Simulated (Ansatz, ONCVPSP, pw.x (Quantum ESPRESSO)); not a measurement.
**P (Z = 15): does the ONCV potential hold in the solid?**

* Element: phosphorus (P)
* Generator: ONCVPSP 4.0.1.1 (patched build)
* Type: optimised norm-conserving Vanderbilt (ONCV)
* Functional: PBE
* Relativity: scalar-relativistic
* Frozen core: [Ne]
* Valence charge: 5
* Reference configuration: 3s2 3p3
* Partial waves: 3s: rc 1.75 bohr, ncon 4, nbas 7, qcut 4.6 1/bohr, 1 projector; 3p: rc 1.40 bohr, ncon 4, nbas 9, qcut 4.9 1/bohr, 1 projector; d scattering state at 0.03 Ha: rc 1.50 bohr, ncon 5, nbas 9, qcut 7.5 1/bohr, 2 projectors, debl 0.6 Ha
* Local potential: polynomial inside 1.40 bohr (lpopt 1, dvloc0 0 Ha)
* Core correction: Teter function, fcfact 2.5, rcfact 1.6

Crystal test: fcc P in pw.x 7.5, no spin, 14³ k-points, Fermi–Dirac smearing 0.01 Ry, cutoffs 60/240 Ry. The reference is all-electron LAPW (Ansatz 0.2.0) with the same functional, mesh and smearing; V0 and B0 come from Birch–Murnaghan fits to the pressures at five volumes. Errors are pseudo minus all-electron; Δ is the rms difference of the E(V) curves that follow from these fits, minima aligned, over ±6 % about the mean V0. Mesh and smearing are coarse, so the numbers serve the comparison and aren't converged zero-temperature values; the lattice is a test structure that the element need not adopt.

| V (Å³/atom) | P all-electron (GPa) | P pseudo (GPa) |
| --- | --- | --- |
| 14.029 | 3.66 | 2.75 |
| 14.398 | 1.11 | 0.29 |
| 14.767 | -1.13 | -1.88 |
| 15.136 | -3.12 | -3.81 |
| 15.505 | -4.89 | -5.53 |

All-electron: a0 = 3.878 Å (V0 = 14.58 Å³/atom), B0 = 88.9 GPa.

Pseudopotential: mean pressure error (GPa): -0.76; a0 (Å): 3.866; a0 error (%): -0.30; B0 error (%): +0.2; Δ (meV/atom): 2.5.

Problem. At the middle volume, how do free energy and pressure move when the wave cutoff is lowered (ecutrho kept at four times it)?

Solution.

| cutoff (Ry) | shift of F (meV/atom) | shift of P (GPa) |
| --- | --- | --- |
| 27 | +33.8 | +0.30 |
| 36 | +13.0 | -0.09 |
| 48 | +2.7 | +0.08 |

The run at the middle volume (104 k-points, 6 iterations) took about 6.7 s on one core of a shared host (Neoverse-V1, 32 threads, 247 GiB, load 13).
